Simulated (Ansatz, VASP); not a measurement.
# Sn in VASP and in Ansatz

POSCAR

```
Sn
1.0
   -2.9196440750      2.9196440750      1.5938000000
    2.9196440750     -2.9196440750      1.5938000000
    2.9196440750      2.9196440750     -1.5938000000
Sn
2
Direct
    0.0000000000      0.0000000000      0.0000000000
    0.7500000000      0.2500000000      0.5000000000
```

File INCAR.step1:

```
SYSTEM = Sn
PREC = Accurate
ENCUT = 520
ISMEAR = 0
SIGMA = 0.1
LREAL = .False.
LASPH = .True.
NELM = 100
NBANDS = 21
GGA = PE
ALGO = Normal
EDIFF = 1E-4
LWAVE = .True.
LCHARG = .False.
```

The input INCAR.step2:

```
SYSTEM = Sn
PREC = Accurate
ENCUT = 520
EDIFF = 1E-7
ISMEAR = 0
SIGMA = 0.1
LREAL = .False.
LASPH = .True.
NELM = 100
ALGO = Normal
ISIF = 2
LWAVE = .False.
LCHARG = .False.
METAGGA = R2SCAN
LMIXTAU = .True.
NBANDS = 21
ISTART = 1
```

KPOINTS

```
regular mesh
0
Gamma
  6 6 6
  0 0 0
```

Input for Ansatz:

```yaml
crystal:
  lattice:
    - [-2.919644075, 2.919644075, 1.5938]
    - [2.919644075, -2.919644075, 1.5938]
    - [2.919644075, 2.919644075, -1.5938]
  atoms:
    - { symbol: Sn, position: [0.0, 0.0, 0.0] }
    - { symbol: Sn, position: [0.75, 0.25, 0.5] }
basis:
  ecutwfc: 500
kpoints:
  mp_grid: { grid: [6, 6, 6] }
hamiltonian:
  xc: r2scan
scf:
  occupations: { method: gaussian, width: 0.1 }
output:
  forces: true
  stress: true
  eigenvalues: true
```

Alike in both runs: task single point; functional r2SCAN; k mesh 6 × 6 × 6; occupations gaussian, width 0.1 eV; no spin polarisation.

|  | VASP | Ansatz |
| --- | --- | --- |
| version | VASP 6.6.1 | Ansatz 0.2.0 |
| potentials or method | VASP PAW PBE potentials, release 64 (Sn_d) | scalar-relativistic, plane waves, PAW |
| plane-wave cutoff (eV) | 520 | 500 |
| valence electrons in the cell | 28 | 28 |

```tsv
	VASP	Ansatz	Ansatz less VASP
gap on the k mesh at the Fermi level (eV)	none	none	-
pressure (GPa)	0.8	0.8	+0.02
largest component of the traceless stress (GPa)	1.34	1.34	+0.003
```

A gap of «none» marks a metal or a gap that the smearing closes.

Caveats: the k mesh is coarse (spacing up to 0.37 Å⁻¹), so the values aren't converged; the PAW data sets were made with another functional, which shifts forces and pressure a little (VASP).
